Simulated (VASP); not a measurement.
# Bi (R-3m) in VASP: settings compared

Aim: see how the results for Bi move with the level of theory and the settings. Levels: rev-vdW-DF2, PBE+D3(BJ). Tasks: band structure.

Everything below comes from runs of VASP 6.6.1. Logs are shortened: lines on timing, memory, paths and dates and some standing lists are left out, and cuts for length are marked.

### 1 Starting point

The structure is trigonal, space group R-3m (No. 166). Conventional cell: a = 4.558 Å, b = 4.558 Å, c = 11.926 Å, α = 90.00°, β = 90.00°, γ = 120.00°. Bi (site symmetry 3m) is surrounded by 6 Bi at 3.10 to 3.52 Å.

### 2 Band structure, rev-vdW-DF2

INCAR reads:

```
SYSTEM = Bi
  PREC = Accurate
  ENCUT = 520
  EDIFF = 1E-6
  ISMEAR = 1
  SIGMA = 0.1
  LREAL = .False.
  LASPH = .True.
  NELM = 80
  ALGO = Normal
  ISIF = 2
  LWAVE = .False.
  LCHARG = .False.
  GGA = MK
  LUSE_VDW = .True.
  AGGAC = 0.0
  PARAM1 = 0.1234
  PARAM2 = 0.711357
  ZAB_VDW = -1.8867
  NBANDS = 22
  ICORELEVEL = 1
```

KPOINTS reads:

```
regular mesh
0
Gamma
  12 12 10
  0 0 0
```

POSCAR reads:

```
Bi                                      
1.0
    2.2791065035      1.3158427580      3.9752993281
   -2.2791065035      1.3158427580      3.9752993281
   -0.0000000000     -2.6316855058      3.9752993281
  Bi            
     2
Direct
     0.2353314505902427    0.2353314505902427    0.2353314505902286
     0.7646685494097574    0.7646685494097574    0.7646685494097712
```

KPOINTS_OPT reads:

```
explicit points
143
Reciprocal
 0.0000000000  0.0000000000  0.0000000000 1
 0.0357142857  0.0000000000  0.0000000000 1
 0.0714285714  0.0000000000  0.0000000000 1
 0.1071428571  0.0000000000  0.0000000000 1
 0.1428571429  0.0000000000  0.0000000000 1
 0.1785714286  0.0000000000  0.0000000000 1
[... 135 lines left out ...]
 0.6298282752  0.6298282752  0.2403434497 1
 0.6298282752  0.3701717248  0.0000000000 1
```

Potentials or basis: VASP PAW PBE potentials, release 64 (Bi_d).

The run is started by

```console
cat potpaw_PBE.64/Bi_d/POTCAR > POTCAR
mpirun -np 1 vasp_std > vasp.out
```

OUTCAR:

```text
SYSTEM = Bi
   PREC = Accurate
   ENCUT = 520
   EDIFF = 1E-6
   ISMEAR = 1
   LREAL = .False.
   LASPH = .True.
   NELM = 80
   ISIF = 2
   GGA = MK

 ion  position               nearest neighbor table
   1  0.235  0.235  0.235-   2 3.10   2 3.10   2 3.10   2 3.52   2 3.52   2 3.52
   2  0.765  0.765  0.765-   1 3.10   1 3.10   1 3.10   1 3.52   1 3.52   1 3.52

  LATTYP: Found a trigonal (rhomboedric) cell.
 ALAT       =     4.7674703320
 COS(alpha) =     0.5429294507

  Lattice vectors:

 A1 = (   2.2791065035,   1.3158427580,   3.9752993281)
 A2 = (  -2.2791065035,   1.3158427580,   3.9752993281)
 A3 = (   0.0000000000,  -2.6316855058,   3.9752993281)

Analysis of symmetry for initial positions (statically):
=====================================================================
 Subroutine PRICEL returns:
 Original cell was already a primitive cell.

 Routine SETGRP: Setting up the symmetry group for a
 trigonal (rhombohedral) supercell.

 Subroutine GETGRP returns: Found 12 space group operations
 (whereof 12 operations were pure point group operations)
 out of a pool of 12 trial point group operations.

The static configuration has the point symmetry D_3d.

Analysis of symmetry for dynamics (positions and initial velocities):
=====================================================================
 Subroutine PRICEL returns:
 Original cell was already a primitive cell.

 Routine SETGRP: Setting up the symmetry group for a
 trigonal (rhombohedral) supercell.

 Subroutine GETGRP returns: Found 12 space group operations
 (whereof 12 operations were pure point group operations)
 out of a pool of 12 trial point group operations.

The dynamic configuration has the point symmetry D_3d.

 Subroutine INISYM returns: Found 12 space group operations
 (whereof 12 operations are pure point group operations),
 and found     1 'primitive' translations

----------------------------------------------------------------------------------------

                                     Primitive cell

  volume of cell :      71.5302

  direct lattice vectors                    reciprocal lattice vectors
     2.279106503  1.315842758  3.975299328     0.219384219  0.126661538  0.083851128
    -2.279106503  1.315842758  3.975299328    -0.219384219  0.126661538  0.083851128
     0.000000000 -2.631685506  3.975299328     0.000000000 -0.253323075  0.083851128

  length of vectors
     4.767470332  4.767470332  4.767470330     0.266840013  0.266840013  0.266840012

  position of ions in fractional coordinates (direct lattice)
     0.235331451  0.235331451  0.235331451
     0.764668549  0.764668549  0.764668549

  ion indices of the primitive-cell ions
   primitive index   ion index
                 1           1
                 2           2

----------------------------------------------------------------------------------------

 KPOINTS: regular mesh

Automatic generation of k-mesh.
 Grid dimensions read from file:
 generate k-points for:   12   12   10

 Generating k-lattice:

  Cartesian coordinates                     Fractional coordinates (reciprocal lattice)
     0.018282018  0.010555128  0.006987594     0.083333333 -0.000000000  0.000000000
    -0.018282018  0.010555128  0.006987594    -0.000000000  0.083333333  0.000000000
     0.000000000 -0.025332308  0.008385113    -0.000000000 -0.000000000  0.100000000

  Length of vectors
     0.022236668  0.022236668  0.026684001

  Shift w.r.t. Gamma in fractional coordinates (k-lattice)
     0.000000000  0.000000000  0.000000000

 -----------------------------------------------------------------------------
|                                                                             |
|           W    W    AA    RRRRR   N    N  II  N    N   GGGG   !!!           |
|           W    W   A  A   R    R  NN   N  II  NN   N  G    G  !!!           |
|           W    W  A    A  R    R  N N  N  II  N N  N  G       !!!           |
|           W WW W  AAAAAA  RRRRR   N  N N  II  N  N N  G  GGG   !            |
|           WW  WW  A    A  R   R   N   NN  II  N   NN  G    G                |
|           W    W  A    A  R    R  N    N  II  N    N   GGGG   !!!           |
|                                                                             |
|     Your reciprocal lattice and k-lattice belong to different lattice       |
|     classes:                                                                |
|                                                                             |
|        The reciprocal lattice is rhombohedral (trigonal),                   |
|        whereas your k-lattice is base-centered monoclinic.                  |
|                                                                             |
|     Results are often still useful ...                                      |
|                                                                             |
 -----------------------------------------------------------------------------

 WARNING: IBZKPT: internal override: KBLOWUP is changed to .FALSE.
      ... skipping the blow-up phase ...

 Subroutine IBZKPT returns following result:
 ===========================================

 Found    391 irreducible k-points:

 Following reciprocal coordinates:
            Coordinates               Weight
  0.000000  0.000000  0.000000      1.000000
  0.083333 -0.000000 -0.000000      4.000000
  0.166667  0.000000  0.000000      4.000000
  0.250000  0.000000  0.000000      4.000000
  0.333333  0.000000  0.000000      4.000000
  0.416667  0.000000  0.000000      4.000000
[... 16 lines left out ...]
  0.500000  0.166667  0.000000      8.000000
 -0.416667  0.166667 -0.000000      4.000000
 [... further k-points ...]
   k-points           NKPTS =    391   k-points in BZ     NKDIM =    391   number of bands    NBANDS=     22
   number of dos      NEDOS =    301   number of ions     NIONS =      2
   total plane-waves  NPLWV =  46656
   dimension x,y,z NGX =    36 NGY =   36 NGZ =   36
   dimension x,y,z NGXF=    72 NGYF=   72 NGZF=   72
   ions per type =               2
   NGX,Y,Z   is equivalent  to a cutoff of  12.55, 12.55, 12.55 a.u.
   NGXF,Y,Z  is equivalent  to a cutoff of  25.11, 25.11, 25.11 a.u.
 SYSTEM =  Bi
   PREC   = accura    normal or accurate (medium, high low for compatibility)
   ISTART =      0    job   : 0-new  1-cont  2-samecut
   ICHARG =      2    charge: 1-file 2-atom 10-const
   ISPIN  =      1    spin polarized calculation?
   LNONCOLLINEAR =      F non collinear calculations
   LSORBIT =      F    spin-orbit coupling
   LASPH  =      T    aspherical Exc in radial PAW
   ENCUT  =  520.0 eV  38.22 Ry    6.18 a.u.   8.86  8.86  8.86*2*pi/ulx,y,z
   NELM   =     80;   NELMIN=  2; NELMDL= -5     # of ELM steps
   EDIFF  = 0.1E-05   stopping-criterion for ELM
   LREAL  =      F    real-space projection
   EDIFFG = 0.1E-04   stopping-criterion for IOM
   NSW    =      0    number of steps for IOM
   IBRION =     -1    ionic relax: 0-MD 1-quasi-New 2-CG
   NFREE  =      0    steps in history (QN), initial steepest desc. (CG)
   ISIF   =      2    stress and relaxation
   ISYM   =      2    0-nonsym 1-usesym 2-fastsym
   POTIM  = 0.5000    time-step for ionic-motion
   TEBEG  =    0.0;   TEEND  =   0.0 temperature during run
   PSTRESS=    0.0 pullay stress
   NELECT =      30.0000    total number of electrons
   NUPDOWN=      -1.0000    fix difference up-down
   EMIN   =  10.00;   EMAX   =-10.00  energy-range for DOS
   EFERMI =   0.00;   METHOD = LEGACY
   ISMEAR =     1;   SIGMA  =   0.10  broadening in eV -4-tet -1-fermi 0-gaus
   EFERMI_NEDOS =   21; number of points for ismear=-14 and -15
   IALGO  =     38    algorithm
   IMIX   =      4    mixing-type and parameters
     AMIX     =   0.40;   BMIX     =  1.00
     AMIX_MAG =   1.60;   BMIX_MAG =  1.00
  volume/ion in A,a.u.               =      35.77       241.35
  Fermi-wavevector in a.u.,A,eV,Ry     =   1.225421  2.315710 20.431282  1.501657
  Thomas-Fermi vector in A             =   2.360460
   LORBIT       =      0    0 simple, 1 ext, 2 COOP (PROOUT), +10 PAW based schemes
   GGA     = MK    functional components
   LHFCALC =     F    Hartree Fock is set to
   AEXX    =    0.0000 exact exchange contribution
   IVDW_NL    =     1    kernel type
   BPARAM     = 6.3000
   IVDW    =     0    specifies the selected vdW correction
   LEPSILON=     F    determine dielectric tensor
   LRPA    =     F    only Hartree local field effects (RPA)
 non-spin polarized calculation
 Methfessel and Paxton  Order N= 1 SIGMA  =   0.10
  energy-cutoff  :      520.00
  volume of cell :       71.53
 maximum number of plane-waves:      1962
   NGX = 17   NGY = 17   NGZ = 17

 number of electron      29.9999991 magnetization

 Free energy of the ion-electron system (eV)
  ---------------------------------------------------
  ext. energy  EPLUGINS =         0.00000000
  ---------------------------------------------------
  free energy    TOTEN  =        -1.88997504 eV

  energy without entropy =       -1.88997285  energy(sigma->0) =       -1.88997431

 the core state eigenenergies are
   1-  1s -90629.0296  2s -16271.7680  2p -13912.1323  3s  -3919.7211  3p  -3245.9501
       3d  -2570.8746  4s   -891.4540  4p   -670.7859  4d   -419.0241  4f   -141.8026
       5s   -146.9008  5p    -84.9928
   2-  1s -90629.0296  2s -16271.7680  2p -13912.1323  3s  -3919.7211  3p  -3245.9501
       3d  -2570.8746  4s   -891.4540  4p   -670.7859  4d   -419.0241  4f   -141.8026
       5s   -146.9008  5p    -84.9928

 E-fermi :   6.0387     XC(G=0):  -9.5101

 val. band max:        6.0335999181   @ k =   0.0833   0.0833   0.4000
 cond. band min:       6.0895575111   @ k =   0.4167   0.0000   0.0000
 fundamental gap:      0.0559575930
 Fermi energy:         6.0386750909

 k-point     1 :       0.0000    0.0000    0.0000
  band No.  band energies     occupation
      1     -16.8101      2.00000
      2     -16.8101      2.00000
      3     -16.6652      2.00000
      4     -16.6652      2.00000
      5     -16.6541      2.00000
      6     -16.4928      2.00000
[... 14 lines left out ...]
     21      11.8733      0.00000
     22      12.1454      0.00000
[... 248 lines left out ...]
     21      13.6961      0.00000
     22      15.7074      0.00000

 k-point    12 :       0.4167    0.0833    0.0000
  band No.  band energies     occupation
      1     -16.7346      2.00000
      2     -16.6873      2.00000
      3     -16.6309      2.00000
      4     -16.6137      2.00000
      5     -16.5846      2.00000
      6     -16.5650      2.00000
      7     -16.5327      2.00000
      8     -16.5168      2.00000

------------------------ aborting loop because EDIFF is reached ----------------------------------------

  FORCE on cell =-STRESS in cart. coord.  units (eV):
  Direction    XX          YY          ZZ          XY          YZ          ZX
  --------------------------------------------------------------------------------------
  -------------------------------------------------------------------------------------
  Total       -0.0181295     -0.0181295     -0.0174707      0.0000000     -0.0000000      0.0000000
  in kB       -0.4060762     -0.4060762     -0.3913194      0.0000000     -0.0000000      0.0000000
  external PRESSURE =      -0.4011573 kB  Pullay stress =       0.0000000 kB

 VOLUME and BASIS-vectors are now :
 -----------------------------------------------------------------------------
  energy-cutoff  :      520.00
  volume of cell :       71.53
      direct lattice vectors                 reciprocal lattice vectors
     2.279106503  1.315842758  3.975299328     0.219384219  0.126661538  0.083851128
    -2.279106503  1.315842758  3.975299328    -0.219384219  0.126661538  0.083851128
     0.000000000 -2.631685506  3.975299328     0.000000000 -0.253323075  0.083851128

 POSITION                                       TOTAL-FORCE (eV/Angst)
 -----------------------------------------------------------------------------------
      0.00000      0.00000      2.80654         0.000000      0.000000      0.002301
      0.00000      0.00000      9.11936         0.000000     -0.000000     -0.002301
 -----------------------------------------------------------------------------------
    total drift:                                0.000000      0.000000     -0.000000

  FREE ENERGIE OF THE ION-ELECTRON SYSTEM (eV)
  ---------------------------------------------------
  free  energy   TOTEN  =        -1.8899750408 eV

  energy  without entropy=       -1.8899728460  energy(sigma->0) =       -1.88997431

Total vdW correction in eV:      4.8492828
```

It took 4.9 min on 1 thread of Intel Xeon 6975P-C (Granite Rapids), shared host; peak memory 0.93 GiB.

What came out:

```
Free energy             : -1.8900 eV
Pressure                : 0.0 GPa
Band gap along the path : none (metal or under the smearing width)
```

Forces on the atoms (eV/Å):
```
Bi   0.000  0.000  0.002
Bi   0.000  0.000 -0.002
```

Levels at the corners of the path, in eV from the Fermi level:
| point | band 13 | band 14 | band 15 | band 16 | band 17 | band 18 |
| --- | --- | --- | --- | --- | --- | --- |
| Γ | -1.51 | -1.17 | -1.17 | 2.55 | 2.90 | 2.90 |
| L | -1.28 | -1.08 | -0.29 | -0.24 | 0.44 | 0.92 |
| L | -1.28 | -1.08 | -0.29 | -0.24 | 0.44 | 0.92 |
| B1 | -3.99 | -3.91 | -0.40 | 0.70 | 5.00 | 5.01 |
| B | -3.99 | -3.91 | -0.40 | 0.70 | 5.00 | 5.01 |
| Z | -0.85 | -0.53 | -0.53 | 0.64 | 0.64 | 0.66 |
| Z | -0.85 | -0.53 | -0.53 | 0.64 | 0.64 | 0.66 |
| Γ | -1.51 | -1.17 | -1.17 | 2.55 | 2.90 | 2.90 |
| Γ | -1.51 | -1.17 | -1.17 | 2.55 | 2.90 | 2.90 |
| X | -4.27 | -2.44 | -2.44 | 2.86 | 3.01 | 4.79 |
| Q | -4.27 | -2.44 | -2.44 | 2.86 | 3.01 | 4.79 |
| F | -4.60 | -2.99 | -2.81 | 2.50 | 4.77 | 5.26 |
| F | -4.60 | -2.99 | -2.81 | 2.50 | 4.77 | 5.26 |
| P1 | -4.34 | -2.37 | -2.37 | 2.78 | 3.38 | 4.60 |
| P1 | -4.34 | -2.37 | -2.37 | 2.78 | 3.38 | 4.60 |
| Z | -0.85 | -0.53 | -0.53 | 0.64 | 0.64 | 0.66 |
| L | -1.28 | -1.08 | -0.29 | -0.24 | 0.44 | 0.92 |
| P | -4.34 | -2.37 | -2.37 | 2.78 | 3.38 | 4.60 |

Core levels (eV, on the scale of the bands):
```tsv
atom	levels
1 Bi	1s -90629.0, 2s -16271.8, 2p -13912.1, 3s -3919.7, 3p -3246.0, 3d -2570.9, 4s -891.5, 4p -670.8, 4d -419.0, 4f -141.8, 5s -146.9, 5p -85.0
2 Bi	1s -90629.0, 2s -16271.8, 2p -13912.1, 3s -3919.7, 3p -3246.0, 3d -2570.9, 4s -891.5, 4p -670.8, 4d -419.0, 4f -141.8, 5s -146.9, 5p -85.0
```

Caveat: the PAW data sets were made with another functional, which shifts forces and pressure a little; spin-orbit coupling is left out, which moves the levels of the heavy elements.

[end of part 1 of 2]
